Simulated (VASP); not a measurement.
Set up this calculation in VASP 6.6.1, as the native input.

* Task: single point
* Functional: PBE
* Potentials or basis: VASP PAW PBE potentials, release 64 (Pb_d, Se)
* Cutoff: 520 eV
* k mesh: 8 × 8 × 6
* Occupations: gaussian, width 0.02 eV
* Spin: no spin polarisation
* Dipole correction: no
* Further INCAR settings: ALGO = Fast; EDIFF = 1e-07; NBANDS = 28

The structure of PbSe lies in POSCAR:

```
PbSe
1.0
    2.3664639224     -6.0958555370      0.0000000000
    2.3664639224      6.0958555370      0.0000000000
    0.0000000000      0.0000000000      4.5510747247
Pb Se
2 2
Direct
    0.6284378756      0.3715621244      0.7500000000
    0.3715621244      0.6284378756      0.2500000000
    0.8622484343      0.1377515657      0.7500000000
    0.1377515657      0.8622484343      0.2500000000
```

Measurements of this composition are mostly on another form, of space group No. 225.

The cell isn't the ideal one: strained and moved within the space group.

These files were run (other wordings do the same):

INCAR

```
  PREC = Accurate
  ENCUT = 520
  EDIFF = 1E-7
  ISMEAR = 0
  SIGMA = 0.02
  LREAL = False
  LASPH = True
  NELM = 100
  ALGO = Fast
  ISIF = 2
  LWAVE = False
  LCHARG = False
  GGA = PE
  NBANDS = 28
```

KPOINTS

```
Automatic mesh
0
Gamma
  8 8 6
```

Potentials or basis: VASP PAW PBE potentials, release 64 (Pb_d, Se).

Command:

```sh
$ cat potpaw_PBE.64/Pb_d/POTCAR potpaw_PBE.64/Se/POTCAR > POTCAR
$ mpirun -np 1 vasp_std > vasp.out
```

It gave:

```json
{"Pressure": "-3.6 GPa", "Largest force": "0.372 eV/Å", "Band gap on the k mesh": "0.98 eV, indirect (least direct gap 1.19 eV)"}
```

Caveat: spin-orbit coupling is left out, which as a rule narrows the gap of such compounds by several tenths of an eV.

It took 7.2 min on 1 thread of AMD EPYC 9R45 (Zen 5) (shared host), peak memory 0.43 GiB.
